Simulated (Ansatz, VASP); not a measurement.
# Au in VASP and in Ansatz

Contents of INCAR:

```
SYSTEM = Au
PREC = Accurate
ENCUT = 520
EDIFF = 1E-7
ISMEAR = 0
SIGMA = 0.15
LREAL = .False.
LASPH = .True.
NELM = 80
ALGO = Fast
ISIF = 2
LWAVE = .False.
LCHARG = .False.
GGA = CA
NBANDS = 12
```

KPOINTS

```
Automatic mesh
0
Gamma
  20 20 20
  0 0 0
```

Contents of POSCAR:

```
Au
1.0
    0.0000000000      2.0455000000      1.9841350000
    2.0455000000      0.0000000000      1.9841350000
    2.0455000000      2.0455000000      0.0000000000
Au
1
Direct
    0.0000000000      0.0000000000      0.0000000000
```

Input for Ansatz:

```yaml
crystal:
  lattice:
    - [0.0, 2.0455, 1.984135]
    - [2.0455, 0.0, 1.984135]
    - [2.0455, 2.0455, 0.0]
  atoms:
    - { symbol: Au, position: [0.0, 0.0, 0.0] }
basis:
  ecutwfc: 420
kpoints:
  mp_grid: { grid: [20, 20, 20] }
hamiltonian:
  xc: lda
scf:
  occupations: { method: gaussian, width: 0.15 }
output:
  forces: true
  stress: true
  eigenvalues: true
```

Change from the starting cell: strain +0.000 along x and y, -0.030 along z, atoms carried along.

Alike in both runs: task single point; functional LDA; k mesh 20 × 20 × 20; occupations gaussian, width 0.15 eV; no spin polarisation.

|  | VASP | Ansatz |
| --- | --- | --- |
| version | VASP 6.6.1 | Ansatz 0.2.0 |
| potentials or method | VASP PAW LDA potentials, release 64 (Au) | scalar-relativistic, plane waves, PAW |
| plane-wave cutoff (eV) | 520 | 420 |
| valence electrons in the cell | 11 | 19 |

```tsv
	VASP	Ansatz	Ansatz less VASP
gap on the k mesh at the Fermi level (eV)	none	none	-
pressure (GPa)	0.3	-0.2	-0.52
largest component of the traceless stress (GPa)	0.60	0.58	-0.023
```

A gap of «none» marks a metal or a gap that the smearing closes. The two sets of potentials don't hold the same shells in valence.

Spin-orbit coupling is left out, which matters for the levels of Au.
